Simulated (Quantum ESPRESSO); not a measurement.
TaN in Quantum ESPRESSO: the effect of functional

The system is TaN.

```
Ta N
1.0
     0.00000    2.21132    2.21132
     2.21132    0.00000    2.21132
     2.21132    2.21132    0.00000
Ta N
1 1
Direct
  0.50000 0.50000 0.50000
  0.00000 0.00000 0.00000
```

The cell comes from a database or a generator and needn't be the stable form of this composition.

Alike in all runs:

```yaml
Program: Quantum ESPRESSO 7.5
Task: phonons
Cutoff: 1143 eV
Density_cutoff: 4572 eV
k_mesh: 8 × 8 × 8
Occupations: cold, width 0.2 eV
Spin: no spin polarisation
```

Each run relaxes the cell or the atoms first.

```csv
functional,potentials or basis,relaxed volume (Å³/atom),highest phonon frequency (cm⁻¹)
LDA,PseudoDojo 0.4.1 SR LDA standard,10.20,458
PBE,PseudoDojo 0.4.1 SR PBE standard,?,?
PBEsol,PseudoDojo 0.4.1 SR PBEsol standard,10.46,438
WC,PseudoDojo 0.4.1 SR PBE standard,10.55,433
revPBE,PseudoDojo 0.4.1 SR PBE standard,10.86,406
AM05,PseudoDojo 0.4.1 SR PBE standard,10.45,438
vdW-DF-cx,PseudoDojo 0.4.1 SR PBE standard,10.54,443
```

**Question.** What does the run with functional PBE give?

**Answer.** Relaxed volume 10.77 Å³/atom; highest phonon frequency 414 cm⁻¹.

Caveats: the mesh is thin for the phonons of a metal; the potentials were made for another functional, which shifts forces and pressure (some runs).
